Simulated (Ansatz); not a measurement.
# WC (Fm-3m) in Ansatz: further runs

The runs below take WC through relaxation of cell and atoms, with PBEsol+U.

All numbers are computed with Ansatz 0.2.0; they aren't measurements. Logs are shortened: lines on timing, memory, paths and dates and some standing lists are left out, and cuts for length are marked.

## (1) Starting point

It takes space group Fm-3m (No. 225, cubic). Conventional cell: a = 4.385 Å, b = 4.385 Å, c = 4.385 Å, α = 90.00°, β = 90.00°, γ = 90.00°. Around W (site symmetry m-3m) lie 6 C at 2.19 Å. Around C (site symmetry m-3m) lie 6 W at 2.19 Å.

Measurements of this composition are mostly on another form, of space group No. 187.

## (2) Relaxation of cell and atoms, PBEsol+U

File input.yaml:

```yaml
crystal:
  lattice:
    - [0.0, 2.192684, 2.192684]
    - [2.192684, 0.0, 2.192684]
    - [2.192684, 2.192684, 0.0]
  atoms:
    - { symbol: W, position: [0.0, 0.0, 0.0] }
    - { symbol: C, position: [0.5, 0.5, 0.5] }
hamiltonian:
  xc: pbesol
  pseudopotentials: { kind: paw }
  hubbard: { sites: [{ species: W, l: d, u_eff: 3.0 }] }
kpoints:
  mp_grid: { grid: [10, 10, 10] }
scf:
  occupations: { method: fermi_dirac, width: 0.05 }
output:
  forces: true
  stress: true
  eigenvalues: true
relax:
  f_tol: 0.01
  max_steps: 40
  cell: { stress_tol: 0.05 }
```

Potentials or basis: Ansatz PAW.

Launch:

```bash
$ ansatz run input.yaml --threads 2 --pin off --max-ram 5632MiB --backend cpu --events-out ev --progress --plain --runs-dir out
```

The program printed:

```text
Warning: RAYON_NUM_THREADS=2 ignored (pool sized by the plan → 2); use --threads N
W: projections on atomic orbitals take those of the free atom [Kr 4d10 4f14] 5s2 5p6 5d4 6s2, of charge +0.00 (hamiltonian.pseudopotentials.projection_atoms); the dataset's partial waves leave at most 6.5e-5 of an orbital's norm unspanned inside its sphere
C: projections on atomic orbitals take those of the free atom [He] 2s2 2p2, of charge +0.00 (hamiltonian.pseudopotentials.projection_atoms); the dataset's partial waves leave at most 3.7e-9 of an orbital's norm unspanned inside its sphere
Engine: ansatz 0.2.0, x86_64-unknown-linux-gnu
Pseudopotentials: kind: paw
Pseudopotential: W, paw, valence charge 14, recommended cutoff 420 eV (normal), W.paw.azcp
Pseudopotential: C, paw, valence charge 4, recommended cutoff 420 eV (normal), C.paw.azcp
Functional definition: PBEsol
  exchange = pbesol_x
  correlation = pbesol_c
Crystal: 2 atoms, lattice volume = 21.084 Å³
Basis set: ecut = 420 eV, 411 PW (Γ), exchange–correlation on 48×48×48 points (8 copies of the dense FFT grid, shifted against one another)
Bands: 13, of which v1, the nominal top of the filled ones, is band 9 counted from 1 (8 counted from 0)
Symmetry: 48 space group operations
Space group: Fm-3m (ITA 225), of the structure as read, at distance tolerance 2.8e-5 Å
k-points: 47 of 1000
Non-local potential: W, projectors of the file, l = 0: 3, l = 1: 2, l = 2: 2, l = 3: 1
Non-local potential: C, projectors of the file, l = 0: 2, l = 1: 2, l = 2: 1
PAW form: soft (Blöchl's): semilocal exchange-correlation on the pseudo side does not see the compensation charge
PAW frozen core: W, regenerated for the run's functional, and the local potential with it (the file was generated under x = pbe(κ = 0.804, μ = 0.2195149727645171), c = pbe(β = 0.06672455060314922))
PAW frozen core: C, regenerated for the run's functional, and the local potential with it (the file was generated under x = pbe(κ = 0.804, μ = 0.2195149727645171), c = pbe(β = 0.06672455060314922))
PAW one-centre angular grid: W, 590 points (default); XC on 64 Gauss nodes
PAW one-centre angular grid: C, 110 points (default); XC on 64 Gauss nodes
Initial density: superposition of atomic densities (chi_scale 0.1, normalization cell, long waves kept (reshape's long-wave potential 0.00 eV rms))
Initial wavefunctions: pseudopotential atomic-orbital guess
Functional: x = pbesol(κ = 0.804, μ = 0.12345679012345678), c = pbesol(β = 0.046)
SCF iter   1: F=—  HF=-10500.645692 eV  |F-HF|=—  |Δ(HF+E_count)|=         —  Δρ=1.50e-1  dr2=6.55e0  ethr=3.10e-3  ⟨swp⟩=5.2  Hψ=6605  notcnv=0  defer=13
automatic band count: the SCF goes on with 17 bands, as 13 were too few: the levels above may hold too much charge
preconditioner: auto → none  [metal: Δε(μ)=0.015 eV  Ē_g=15.080 eV  σ=0.050 eV  W_gap=0.07  n_scr=8 (ndim 8)  ℏωp=25.6 eV  f_vac=0.000  D(μ)=1.07/eV (n_scr^D=14)  sad-step TF]
SCF iter   2: F=—  HF=-10499.095692 eV  |F-HF|=—  |Δ(HF+E_count)|=    1.55e0  Δρ=3.97e-2  dr2=3.67e-1  ethr=3.10e-3  ⟨swp⟩=3.1  Hψ=1694  notcnv=0  defer=95
SCF iter   3: F=—  HF=-10499.077859 eV  |F-HF|=—  |Δ(HF+E_count)|=   1.78e-2  Δρ=1.56e-2  dr2=3.38e-2  ethr=2.04e-3  ⟨swp⟩=2.3  Hψ=1262  notcnv=0  defer=93
SCF iter   4: F=—  HF=-10499.092929 eV  |F-HF|=—  |Δ(HF+E_count)|=   1.51e-2  Δρ=4.02e-3  dr2=2.17e-3  ethr=1.88e-4  ⟨swp⟩=2.4  Hψ=1378  notcnv=0  defer=91
SCF iter   5: F=—  HF=-10499.092682 eV  |F-HF|=—  |Δ(HF+E_count)|=   2.47e-4  Δρ=7.41e-4  dr2=1.20e-4  ethr=1.20e-5  ⟨swp⟩=2.2  Hψ=963  notcnv=0  defer=91
SCF iter   6: F=—  HF=-10499.092652 eV  |F-HF|=—  |Δ(HF+E_count)|=   3.04e-5  Δρ=7.31e-5  dr2=1.33e-6  ethr=6.66e-7  ⟨swp⟩=2.6  Hψ=1008  notcnv=0  defer=91
SCF iter   7: F=—  HF=-10499.092654 eV  |F-HF|=—  |Δ(HF+E_count)|=   2.34e-6  Δρ=3.62e-6  dr2=2.65e-9  ethr=5.56e-10  ⟨swp⟩=10.2  Hψ=4020  notcnv=0
SCF iter   8: F=-10499.092654 eV  HF=-10499.092654 eV  |F-HF|=1.46e-11  |Δ(HF+E_count)|=  3.69e-10  Δρ=2.98e-7  dr2=2.27e-11  ethr=1.47e-11  ⟨swp⟩=1.2  Hψ=2011  notcnv=0
SCF 1 converged in 8 iterations: F = -10499.092654 eV  dr2 = 2.27e-11
relax step   1: F+E_penalty+E_count = -10499.09265406 eV  Δ(F+E_penalty+E_count) = +0.000e0 eV  max|allowed force component| = 4.799e-30 eV/Å  Δτ_max = 0.0000 Å  P = -9.818 GPa  Ω = 21.084 Å³  (8 SCF iters, dr2 threshold 1.00e-7 eV, accepted)
Crystal: 2 atoms, lattice volume = 20.271 Å³
Bands: 17, of which v1, the nominal top of the filled ones, is band 9 counted from 1 (8 counted from 0)
Initial density: handed on by an earlier stage of this run
Initial wavefunctions: those handed on with the density
iter 1 solved again at ethr=1.39e-4 eV; its pass at ethr=3.10e-3 eV (dr2=2.50e-2 eV) is discarded
SCF iter   1: F=—  HF=-10499.113369 eV  |F-HF|=—  |Δ(HF+E_count)|=         —  Δρ=9.93e-3  dr2=2.45e-2  ethr=1.39e-4  ⟨swp⟩=2.0  Hψ=4571  notcnv=0
preconditioner: auto → none  [metal: Δε(μ)=0.080 eV  Ē_g=15.036 eV  σ=0.050 eV  W_gap=0.38  n_scr=8 (ndim 8)  ℏωp=26.1 eV  f_vac=0.000  D(μ)=0.84/eV (n_scr^D=8)]
SCF iter   2: F=—  HF=-10499.110781 eV  |F-HF|=—  |Δ(HF+E_count)|=   2.59e-3  Δρ=7.25e-3  dr2=1.37e-2  ethr=1.36e-4  ⟨swp⟩=2.0  Hψ=1370  notcnv=0
SCF iter   3: F=—  HF=-10499.107599 eV  |F-HF|=—  |Δ(HF+E_count)|=   3.18e-3  Δρ=7.96e-4  dr2=8.34e-5  ethr=7.61e-5  ⟨swp⟩=2.2  Hψ=1119  notcnv=0  defer=2
SCF iter   4: F=—  HF=-10499.107639 eV  |F-HF|=—  |Δ(HF+E_count)|=   4.01e-5  Δρ=1.72e-4  dr2=3.10e-6  ethr=4.63e-7  ⟨swp⟩=2.2  Hψ=1219  notcnv=0  defer=2
SCF iter   5: F=-10499.107642 eV  HF=-10499.107642 eV  |F-HF|=3.32e-8  |Δ(HF+E_count)|=   3.71e-6  Δρ=1.37e-5  dr2=4.38e-8  ethr=1.11e-9  ⟨swp⟩=7.0  Hψ=3651  notcnv=0
[... 20 lines left out ...]
Initial wavefunctions: pseudopotential atomic-orbital guess (no wavefunctions were taken with the density)
iter 1 solved again at ethr=2.57e-8 eV; its pass at ethr=3.10e-3 eV (dr2=4.62e-6 eV) is discarded
SCF iter   1: F=—  HF=-10499.110135 eV  |F-HF|=—  |Δ(HF+E_count)|=         —  Δρ=1.20e-4  dr2=5.64e-7  ethr=2.57e-8  ⟨swp⟩=3.0  Hψ=5862  notcnv=0
preconditioner: auto → none  [metal: Δε(μ)=0.095 eV  Ē_g=14.859 eV  σ=0.050 eV  W_gap=0.44  n_scr=8 (ndim 8)  ℏωp=25.9 eV  f_vac=0.000  D(μ)=0.82/eV (n_scr^D=8)]
SCF iter   2: F=—  HF=-10499.110134 eV  |F-HF|=—  |Δ(HF+E_count)|=   9.94e-7  Δρ=6.07e-5  dr2=2.04e-7  ethr=3.13e-9  ⟨swp⟩=2.5  Hψ=1190  notcnv=0
SCF iter   3: F=—  HF=-10499.110134 eV  |F-HF|=—  |Δ(HF+E_count)|=   4.20e-8  Δρ=3.26e-5  dr2=8.80e-8  ethr=1.14e-9  ⟨swp⟩=1.9  Hψ=945  notcnv=0
SCF iter   4: F=—  HF=-10499.110134 eV  |F-HF|=—  |Δ(HF+E_count)|=   4.72e-9  Δρ=2.91e-6  dr2=4.28e-10  ethr=4.89e-10  ⟨swp⟩=2.3  Hψ=1037  notcnv=0
SCF iter   5: F=-10499.110134 eV  HF=-10499.110134 eV  |F-HF|=3.64e-12  |Δ(HF+E_count)|=  2.31e-10  Δρ=2.95e-7  dr2=8.49e-12  ethr=1.00e-12  ⟨swp⟩=4.7  Hψ=3208  notcnv=0
SCF 5 converged in 5 iterations: F = -10499.110134 eV  dr2 = 8.49e-12
relax step   5: F+E_penalty+E_count = -10499.11013412 eV  Δ(F+E_penalty+E_count) = +1.038e-3 eV  max|allowed force component| = 2.136e-30 eV/Å  Δτ_max = 0.0000 Å  P = -0.064 GPa  Ω = 20.530 Å³  stress off target by 6.41e-2 GPa  SCF on the basis re-selected at this cell (its energy is not comparable with the rows above)  (5 SCF iters)
basis re-selected at this cell: Δ(F+E_penalty+E_count) = +1.038e-3 eV, ΔP = -0.058 GPa vs the last step (what re-selecting the basis moved, of the pressure what is left beyond the Pulay correction that the steps carried, after the strain that the cell walked since its last selection, with what the two solves' SCF thresholds leave and, on support functions, any second-order correction that the steps lacked; it is no measure of the basis error at this ecutwfc). This SCF's stress stands 6.41e-2 GPa from its target on what of the cell is left free (relax.cell.stress_tol is 5.00e-2 GPa) and its largest allowed force component is 2.14e-30 eV/Å (relax.f_tol is 1.00e-2 eV/Å): not within both, so this SCF does not close the relaxation
Crystal: 2 atoms, lattice volume = 20.526 Å³
iter 1 solved again at ethr=2.55e-9 eV; its pass at ethr=3.10e-3 eV (dr2=4.59e-7 eV) is discarded
SCF iter   1: F=—  HF=-10499.110142 eV  |F-HF|=—  |Δ(HF+E_count)|=         —  Δρ=4.25e-5  dr2=4.57e-7  ethr=2.55e-9  ⟨swp⟩=1.0  Hψ=3744  notcnv=0
preconditioner: auto → none  [metal: Δε(μ)=0.095 eV  Ē_g=14.862 eV  σ=0.050 eV  W_gap=0.43  n_scr=8 (ndim 8)  ℏωp=25.9 eV  f_vac=0.000  D(μ)=0.82/eV (n_scr^D=8)]
SCF iter   2: F=—  HF=-10499.110142 eV  |F-HF|=—  |Δ(HF+E_count)|=   4.54e-8  Δρ=3.15e-5  dr2=2.63e-7  ethr=2.54e-9  ⟨swp⟩=2.0  Hψ=983  notcnv=0
SCF iter   3: F=-10499.110142 eV  HF=-10499.110142 eV  |F-HF|=5.18e-10  |Δ(HF+E_count)|=   6.01e-8  Δρ=3.40e-6  dr2=1.49e-9  ethr=5.71e-11  ⟨swp⟩=3.3  Hψ=2676  notcnv=0
SCF 6 converged in 3 iterations: F = -10499.110142 eV  dr2 = 1.49e-9
relax step   6: F+E_penalty+E_count = -10499.11014181 eV  Δ(F+E_penalty+E_count) = -7.688e-6 eV  max|allowed force component| = 2.958e-30 eV/Å  Δτ_max = 0.0000 Å  P = +0.000 GPa  Ω = 20.526 Å³  energy of the carried Pulay correction = +7.011e-6 eV  (3 SCF iters, dr2 threshold 1.03e-8 eV, accepted)
iter 1 solved again at ethr=2.29e-8 eV; its pass at ethr=3.10e-3 eV (dr2=4.13e-6 eV) is discarded
SCF iter   1: F=—  HF=-10499.110112 eV  |F-HF|=—  |Δ(HF+E_count)|=         —  Δρ=4.15e-6  dr2=1.74e-9  ethr=2.29e-8  ⟨swp⟩=3.1  Hψ=5912  notcnv=0
preconditioner: auto → none  [metal: Δε(μ)=0.095 eV  Ē_g=14.862 eV  σ=0.050 eV  W_gap=0.44  n_scr=8 (ndim 8)  ℏωp=25.9 eV  f_vac=0.000  D(μ)=0.82/eV (n_scr^D=8)]
SCF iter   2: F=—  HF=-10499.110111 eV  |F-HF|=—  |Δ(HF+E_count)|=   1.06e-6  Δρ=1.78e-6  dr2=2.20e-10  ethr=9.69e-12  ⟨swp⟩=2.9  Hψ=1341  notcnv=0
SCF iter   3: F=—  HF=-10499.110111 eV  |F-HF|=—  |Δ(HF+E_count)|=  4.35e-10  Δρ=1.26e-6  dr2=3.92e-10  ethr=1.22e-12  ⟨swp⟩=2.6  Hψ=1186  notcnv=0
SCF iter   4: F=-10499.110111 eV  HF=-10499.110111 eV  |F-HF|=9.09e-12  |Δ(HF+E_count)|=  7.46e-11  Δρ=2.12e-7  dr2=2.19e-12  ethr=1.00e-12  ⟨swp⟩=4.0  Hψ=3184  notcnv=0
SCF 7 converged in 4 iterations: F = -10499.110111 eV  dr2 = 2.19e-12
relax step   7: F+E_penalty+E_count = -10499.11011093 eV  Δ(F+E_penalty+E_count) = +3.088e-5 eV  max|allowed force component| = 1.972e-30 eV/Å  Δτ_max = 0.0000 Å  P = +0.000 GPa  Ω = 20.526 Å³  stress off target by 4.15e-4 GPa  SCF on the basis re-selected at this cell (its energy is not comparable with the rows above)  (4 SCF iters)
basis re-selected at this cell: Δ(F+E_penalty+E_count) = +3.088e-5 eV, ΔP = +0.000 GPa vs the last step (what re-selecting the basis moved, of the pressure what is left beyond the Pulay correction that the steps carried, after the strain that the cell walked since its last selection, with what the two solves' SCF thresholds leave and, on support functions, any second-order correction that the steps lacked; it is no measure of the basis error at this ecutwfc). This SCF's stress stands 4.15e-4 GPa from its target on what of the cell is left free (relax.cell.stress_tol is 5.00e-2 GPa) and its largest allowed force component is 1.97e-30 eV/Å (relax.f_tol is 1.00e-2 eV/Å): within both
SCF converged after 4 iterations
Free energy (F): -10499.110111 eV
Harris-Foulkes:  -10499.110111 eV  (|F-HF|=9.09e-12)
Internal energy: -10499.103479 eV  (E = F + TS)
E sigma→0 (E₀):  -10499.106795 eV
Entropy (-TS):   -0.006632 eV (-3.316 meV/atom)
Fermi energy:    22.364829 eV
--- Per-component energies (eV) ---
  E_band       = -53.227773
  E_kinetic    = 543.217003
  E_local      = -642.642518  (includes V_loc(G=0)·N_el)
  E_nonlocal   = 29.029021
  E_hartree    = 225.280905
  E_xc         = -314.532291
  E_vxc        = -300.069714  (∫ρ·V_xc dr)
  E_hubbard    = 3.732328  (on-site DFT+U / exact-exchange correction)
  E_vhub       = 0.372475  (the Hubbard potential's part of the band-sum identity)
  E_paw        = -8531.127901  (= ΣΔE_a)
  E_vpaw       = -133.695789  (= ΣTr[D̂ρ^β])
  E_aug_tail   = -0.000070  (compensation charges beyond the density's cutoff)
  E_ewald      = -1812.302848
  E_core_change = 0.242893  (= ΣΔE_core)
  E_smearing   = -0.006632  (= −TS)
  E_closure    = -0.000000  (closes the sum)
  Σ components = -10499.110111   (vs F -10499.110111, Δ=0.00e0)
--- Forces (eV/Å), atoms counted from 1 ---
  atom   1  W     -0.00000000     0.00000000    -0.00000000
  atom   2  C      0.00000000    -0.00000000     0.00000000
  max |Σ_I F_I| component: 1.58e-30 eV/Å
--- Stress (GPa, compression-positive) ---
        0.000415      -0.000000      -0.000000
       -0.000000       0.000415      -0.000000
       -0.000000      -0.000000       0.000415
  P = ⅓ Tr σ = 0.0004 GPa (0.004 kbar)
--- Band table (eV; the first three rows and the last of 47) ---
  k-point 0: bands = ["-53.0514", "-17.0725", "-17.0725", "-17.0725", "6.2832", "19.4301", "19.4301", "19.4301", "21.2349", "21.2349", "21.2349", "21.4226", "21.4226", "29.0660", "31.8719", "45.9010", "45.9010"]
  k-point 1: bands = ["-53.0473", "-17.1377", "-17.0793", "-17.0793", "6.5739", "18.5176", "19.0181", "19.0181", "20.1201", "20.1201", "21.5958", "23.5160", "23.5160", "29.5784", "32.5426", "43.1828", "44.3337"]
  k-point 2: bands = ["-53.0366", "-17.3056", "-17.0972", "-17.0972", "7.3943", "16.8429", "17.6282", "17.6282", "20.7047", "20.7047", "22.0642", "25.9410", "25.9410", "30.6067", "34.0504", "40.2236", "41.2136"]
  k-point 46: bands = ["-52.9942", "-17.5383", "-17.4286", "-17.3095", "9.4617", "16.0634", "16.1746", "16.2145", "21.9724", "23.5530", "24.6826", "25.8003", "27.6078", "33.7120", "34.6525", "36.1866", "39.0230"]
Occupation matrices written to <dir>
--- Relaxed structure (5 steps of the walk, 5 accepted, 2 SCFs on fresh bases) ---
  F+E_penalty+E_count = -10499.11011093 eV   max|allowed force component| = 1.972e-30 eV/Å   (the final SCF, on the basis selected at the relaxed cell)
  cell:  # Å, volume = 20.5264 Å³
    - [3.5667604230269114e-34, 2.1731743529039584, 2.1731743529039584]
    - [2.1731743529039584, -6.6239836427642705e-34, 2.1731743529039584]
    - [2.1731743529039584, 2.1731743529039584, 4.6877422702639425e-33]
  atoms:
    - { symbol: W, position: [-1.601147175995718e-36, 1.3724118651385553e-36, 1.3724118651376192e-36] }
    - { symbol: C, position: [0.5, 0.5, 0.5] }
```

Wall time 4.2 s (2 threads of Intel Xeon 6975P-C (Granite Rapids), shared host); peak memory 0.37 GiB.

What came out:

```
Free energy                            : -10499.1101 eV
Relaxed volume                         : 10.26 Å³/atom
Relaxed cell                           : a = 3.073 Å, b = 3.073 Å, c = 3.073 Å, α = 60.00°, β = 60.00°, γ = 60.00°
Space group after relaxing (to 0.05 Å) : Fm-3m (No. 225)
Energy gained by relaxing              : 8.7 meV/atom
Ionic steps                            : 7
Pressure after relaxing                : 0.0 GPa
Band gap on the k mesh                 : none (metal or under the smearing width)
```

The path:
```
step  energy change (eV)  largest force (eV/Å)  volume (Å³)
   1              0.0000                0.0000        21.08
   2             -0.0150                0.0000        20.27
   3             -0.0185                0.0000        20.54
   4             -0.0185                0.0000        20.53
   5             -0.0175                0.0000        20.53
   6             -0.0175                0.0000        20.53
   7             -0.0175                0.0000        20.53
```

Final structure:
```yaml
crystal:
  lattice:
    - [0.00000, 2.17317, 2.17317]
    - [2.17317, 0.00000, 2.17317]
    - [2.17317, 2.17317, 0.00000]
  atoms:
    - { symbol: W, position: [0.00000, 0.00000, 0.00000] }
    - { symbol: C, position: [0.50000, 0.50000, 0.50000] }
```

Eigenvalues of the final occupation matrices:
```tsv
site	spin	trace	eigenvalues
site 1	1	2.36	0.45 0.45 0.49 0.49 0.49
```

Caveat: the plane-wave basis is chosen anew once the cell has moved, so the energies of steps on either side of that aren't comparable; the pressure holds a Pulay correction of +0.3 GPa for the finite cutoff; U without spin polarisation on a metal has little footing; the PAW data sets come from PBE, with cores solved anew for the run's functional, which leaves a small shift of forces and pressure; the U is typed as a test and isn't derived for this compound. The run has no spin-orbit coupling, so splittings on W are missing.

## (3) Relaxation of cell and atoms, PBEsol+U

input.yaml: that of step 2 with these lines changed.

```diff
@@ -11,3 +11,3 @@
   pseudopotentials: { kind: paw }
-  hubbard: { sites: [{ species: W, l: d, u_eff: 3.0 }] }
+  hubbard: { sites: [{ species: W, l: d, u_eff: 4.0 }] }
 kpoints:
```

Potentials or basis: Ansatz PAW.

Launch:

```bash
$ ansatz run input.yaml --threads 2 --pin off --max-ram 5632MiB --backend cpu --events-out ev --progress --plain --runs-dir out
```

Wall time 4.3 s (2 threads of Intel Xeon 6975P-C (Granite Rapids), shared host); peak memory 0.36 GiB.

It converged, with:

```
Free energy                            : -10497.8662 eV
Relaxed volume                         : 10.27 Å³/atom
Relaxed cell                           : a = 3.074 Å, b = 3.074 Å, c = 3.074 Å, α = 60.00°, β = 60.00°, γ = 60.00°
Space group after relaxing (to 0.05 Å) : Fm-3m (No. 225)
Energy gained by relaxing              : 8.5 meV/atom
Ionic steps                            : 7
Pressure after relaxing                : 0.0 GPa
Band gap on the k mesh                 : none (metal or under the smearing width)
```

The path:
```
step  energy change (eV)  largest force (eV/Å)  volume (Å³)
   1              0.0000                0.0000        21.08
   2             -0.0146                0.0000        20.28
   3             -0.0179                0.0000        20.55
   4             -0.0179                0.0000        20.54
   5             -0.0169                0.0000        20.54
   6             -0.0169                0.0000        20.54
   7             -0.0169                0.0000        20.54
```

Final structure:
```cif
data_structure
_symmetry_space_group_name_H-M 'P 1'
_symmetry_Int_Tables_number 1
_cell_length_a 3.0738
_cell_length_b 3.0738
_cell_length_c 3.0738
_cell_angle_alpha 60.000
_cell_angle_beta 60.000
_cell_angle_gamma 60.000
_cell_volume 20.54
loop_
_atom_site_label
_atom_site_type_symbol
_atom_site_fract_x
_atom_site_fract_y
_atom_site_fract_z
_atom_site_occupancy
W1 W 0.00000 0.00000 0.00000 1
C1 C 0.50000 0.50000 0.50000 1
```

Levels at points of the mesh, in eV from the Fermi level:
```csv
k point,band 5,band 6,band 7,band 8,band 9,band 10,band 11,band 12,band 13,band 14
"(0.00, 0.00, 0.00)",-16.08,-2.94,-2.94,-2.94,-1.13,-1.13,-1.13,-0.90,-0.90,6.69
"(0.00, 0.00, -0.50)",-11.24,-10.11,-6.75,-6.75,1.03,1.03,2.35,4.86,9.10,9.10
"(0.00, -0.50, -0.50)",-13.71,-6.06,-5.72,-2.57,-2.57,0.99,2.30,2.30,5.62,7.58
```

Eigenvalues of the final occupation matrices:
| site | spin | trace | eigenvalues |
| --- | --- | --- | --- |
| site 1 | 1 | 2.36 | 0.44 0.44 0.49 0.49 0.49 |

Caveat: the plane-wave basis is chosen anew once the cell has moved, so the energies of steps on either side of that aren't comparable; the pressure holds a Pulay correction of +0.3 GPa for the finite cutoff; U without spin polarisation on a metal has little footing; the PAW data sets come from PBE, with cores solved anew for the run's functional, which leaves a small shift of forces and pressure; the U is typed as a test and isn't derived for this compound. Spin-orbit coupling is left out, which matters for the levels of W.
